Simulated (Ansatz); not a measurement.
Runs of Ansatz 0.2.0 on ZrC. The structure is cubic, space group Fm-3m (No. 225). The conventional cell has a = 4.730 Å, b = 4.730 Å, c = 4.730 Å, α = 90.00°, β = 90.00°, γ = 90.00°. Zr (site symmetry m-3m) is surrounded by 6 C at 2.37 Å. C (site symmetry m-3m) is surrounded by 6 Zr at 2.37 Å. 

| task | level | potentials or basis | k mesh | cutoff (eV) | smearing | basis error allowed | mesh quality | gap on the mesh (eV) | pressure (GPa) |
| --- | --- | --- | --- | --- | --- | --- | --- | --- | --- |
| single point | PBE | all-electron LAPW, scalar-relativistic | 4 × 4 × 4 | 215 | fermi-dirac 0.04 eV | 0.004 eV/atom | coarse | none | -3.7 |
| single point | PBE | all-electron LAPW, scalar-relativistic | 10 × 10 × 10 | 254 | gaussian 0.024 eV | 0.001 eV/atom | not flagged | - | -2.9 |
| elastic constants | LDA | all-electron LAPW, scalar-relativistic | 7 × 7 × 7 | 267 | fermi-dirac 0.05 eV | 0.001 eV/atom | coarse | none | -12.4 |
| band structure | LDA | all-electron LAPW, scalar-relativistic | 10 × 10 × 10 | 253 | fermi-dirac 0.05 eV | 0.001 eV/atom | not flagged | - | -12.4 |
| single point | r2SCAN0+D4 | all-electron PAW datasets made for the crystal | 5 × 5 × 5 | 280 | gaussian 0.1 eV | - | coarse | none | (a) |

Alike in all rows: no spin polarisation; cell as given.

Task: Fill in the values left out.

Result: (a) -5.8.

Caveats: some runs use coarse meshes; the k mesh is thin for a metal, which can move the energy by tens of meV per atom (some runs); a metal's response needs a denser mesh (some runs); the cell is more than 3 GPa from zero pressure, which shifts response properties (some runs); elastic constants of metals need much finer meshes, so these are rough (some runs); pairwise dispersion overbinds metals, which lowers pressure and volume (some runs).

A k mesh can miss the band edges, and the runs leave out spin-orbit coupling on Zr.

A gap of «none» marks a metal or a gap under the smearing width.

The runs don't all hold the same shells in valence.
